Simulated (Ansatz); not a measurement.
**S vacancy in ZnS**

Computed with the plane-wave PAW code Ansatz (scalar-relativistic, PAW set soft_2): PBE, collinear spin, 420 eV cutoff, k-mesh 2×2×2 shifted by half a step.

The relaxed host crystal (Kohn–Sham gap 2.02 eV over the whole zone):

```
CELL_PARAMETERS angstrom
0.00000 2.72118 2.72118
2.72118 0.00000 2.72118
2.72118 2.72118 0.00000
ATOMIC_POSITIONS crystal
Zn 0.00000 0.00000 0.00000
S 0.25000 0.25000 0.25000
```

Supercell of 32 atoms, rows of the matrix [[-1,-1,3],[-1,-1,-1],[3,-1,-1]] times the cell vectors; S vacancy at (0.250, 0.250, 0.250) in fractions of the cell above. Atoms are relaxed at the host's cell, from a start shaken by 0.03 Å near the defect; charged cells sit in a uniform background.

Problem. How does the lattice relax around the defect, and where do the electrons go?

Solution. Distances from the empty S site (Å), by shell of the perfect crystal:

```csv
shell,perfect crystal,charge +2,charge +1,charge 0
4 Zn,2.36,2.90,2.53 (2.51 to 2.57),2.12 (1.89 to 2.73)
```

| charge | moment of the cell (μB) | gap of the cell on the mesh (eV) | carriers |
| --- | --- | --- | --- |
| +2 | 0.00 | 3.18 | none in the bands |
| +1 | 1.00 | 0.36 | none in the bands |
| 0 | 0.00 | 2.27 | none in the bands |

On this mesh the host's own supercell has a gap of 3.59 eV.

Formation energy of the neutral defect: 3.65 eV, taking atoms from and to the elements' standard states (no corrections for gases), so it belongs to those chemical potentials alone.

Caveats: at charge +2: net starting moment lost; at charge 0: net starting moment lost; semilocal functionals make gaps too small, which shifts levels too; small supercell, so energies and levels can be off by tenths of an eV; one random start near the defect, so other minima are possible.

Each electron added to the vacancy draws the surrounding Zn atoms inward on average, from 2.90 Å at +2 to 2.12 Å in the neutral state. The electrons occupy a symmetric combination of Zn 4s-derived dangling orbitals, which is bonding between the cations. When it is empty, the Zn ions repel one another and relax towards their remaining S neighbours. The moments fit its filling: empty, singly occupied, then paired. The small gap at +1 probably separates the two spin channels of this half-filled state, and so isn't a band-to-band gap.

The neutral mean hides a strong distortion: three Zn atoms move in, while the fourth moves out to 2.73 Å, against the trend. A filled, non-degenerate level gives no first-order Jahn–Teller drive for this, and the familiar picture is a nearly symmetric inward relaxation. The distorted geometry may therefore be a local minimum favoured by Zn–Zn bonding among the three. Without relative energies of the charge states, the strong relaxation alone doesn't establish negative-U behaviour.
